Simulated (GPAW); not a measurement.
**Sb: single point with PBE**

Sb:

```xyz
2
Lattice="2.1542 1.2437 3.7580 -2.1542 1.2437 3.7580 0.0000 -2.4875 3.7580" Properties=species:S:1:pos:R:3 pbc="T T T"
Sb    0.0000    0.0000    8.6416
Sb    0.0000    0.0000    2.6324
```

| Item | Value |
| --- | --- |
| Program | GPAW 26.7.0 |
| Task | single point |
| Functional | PBE |
| Potentials or basis | GPAW PAW data sets (gpaw-data 1.2.1) |
| Cutoff | 600 eV |
| Basis | pw |
| k mesh | 8 × 8 × 8 |
| Occupations | gaussian, width 0.024 eV |
| Spin | no spin polarisation |
| Maxiter | 150 |

- Pressure: 2.4 GPa
- Largest force: 0.125 eV/Å
- Band gap on the k mesh: none (metal or under the smearing width)

Forces in eV/Å, atoms in the order of the input:
```
Sb   0.000  0.000 -0.125
Sb   0.000  0.000  0.125
```

Stress tensor (GPa, compression positive):
```
2.62 0.00 0.00
0.00 2.62 0.00
0.00 0.00 1.95
```

Levels at points of the mesh, in eV from the Fermi level:
| k point | band 12 | band 13 | band 14 | band 15 | band 16 | band 17 | band 18 | band 19 |
| --- | --- | --- | --- | --- | --- | --- | --- | --- |
| (0.00, 0.00, 0.00) | -4.89 | -2.17 | -1.90 | -1.90 | 1.98 | 2.60 | 2.60 | 5.05 |
| (0.50, 0.00, 0.00) | -9.72 | -2.04 | -1.93 | -0.39 | -0.30 | 0.10 | 0.40 | 7.53 |
| (0.50, 0.50, 0.00) | -8.08 | -5.53 | -3.85 | -3.76 | 1.44 | 4.83 | 5.42 | 6.83 |
| (0.50, 0.50, 0.50) | -9.07 | -1.42 | -1.42 | -0.56 | 0.03 | 0.03 | 1.02 | 6.94 |

Wall time 67 s on 1 thread of Arm Neoverse V1, with other jobs on the host, peak memory 0.22 GiB.

The run has no spin-orbit coupling, so splittings on Sb are missing.
